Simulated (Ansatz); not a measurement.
ZnO (rocksalt) under strain

Rocksalt ZnO, relaxed with r2SCAN in Ansatz. It is cubic, Fm-3m (No. 225); conventional cell a = 4.268 Å, 9.72 Å³ an atom. Zn is surrounded by 6 O at 2.13 Å; O is surrounded by 6 Zn at 2.13 Å.

The axes x, y and z are those of this cell:
```
Zn O
1.0
     0.00000    2.13377    2.13377
     2.13377    0.00000    2.13377
     2.13377    2.13377    0.00000
Zn O
1 1
Direct
  0.00000 0.00000 0.00000
  0.50000 0.50000 0.50000
```

Unstrained: PBE gives an indirect gap of 0.950 eV, from L to Γ; the least direct gap is 2.350 eV at Γ. r2SCAN gives an indirect gap of 1.567 eV, from L to Γ; the least direct gap is 3.005 eV at Γ. HSE06 gives an indirect gap of 2.739 eV, from L to Γ; the least direct gap is 3.959 eV at Γ. Meshes: PBE 10×10×10, r2SCAN 10×10×10, HSE06 8×8×8. Strains are changes of length per length. After each strain the atoms were relaxed again with r2SCAN within the symmetry that the strain leaves, so tilts or polar shifts that break it weren't tested; points keep the names that they have in the unstrained zone. These are computed values for a spin-unpolarised cell that may be hypothetical; none is a measurement.

Changes of the least gap in eV (an overlap counts as a negative gap):
```json
{"strain": "isotropic +0.88 % on every length", "volume change (%)": "+2.7", "space group": "Fm-3m", "PBE": "-0.122", "r2SCAN": "-0.127", "HSE06": "-0.155", "energy rise, r2SCAN (meV/atom)": "3.9"}
{"strain": "uniaxial -3.38 % along [111]", "volume change (%)": "-3.4", "space group": "R-3m", "PBE": "+0.138", "r2SCAN": "+0.150", "HSE06": "+0.178", "energy rise, r2SCAN (meV/atom)": "11.4"}
{"strain": "uniaxial -1.74 % along x", "volume change (%)": "-1.7", "space group": "I4/mmm", "PBE": "+0.032", "r2SCAN": "+0.034", "HSE06": "+0.052", "energy rise, r2SCAN (meV/atom)": "2.6"}
```

Isotropic +0.88 % on every length. HSE06: the gap goes from 2.739 to 2.584 eV (-0.155 eV). Stress change with r2SCAN, compression positive: xx -4.79, yy -4.79, zz -4.79 GPa. For HSE06, dE_g/d ln V = -5.9 eV over this step.

Uniaxial -3.38 % along [111], other directions held. HSE06: the gap goes from 2.739 to 2.917 eV (+0.178 eV). Stress change with r2SCAN, compression positive: xx +7.09, yy +7.09, zz +7.09, xy +2.11, xz +2.11, yz +2.11 GPa.

Uniaxial -1.74 % along x, other directions held. HSE06: the gap goes from 2.739 to 2.791 eV (+0.052 eV). Stress change with r2SCAN, compression positive: xx +5.05, yy +2.90, zz +2.90 GPa.

The meshes of the hybrids are coarse, so their gaps aren't converged to the digits shown.
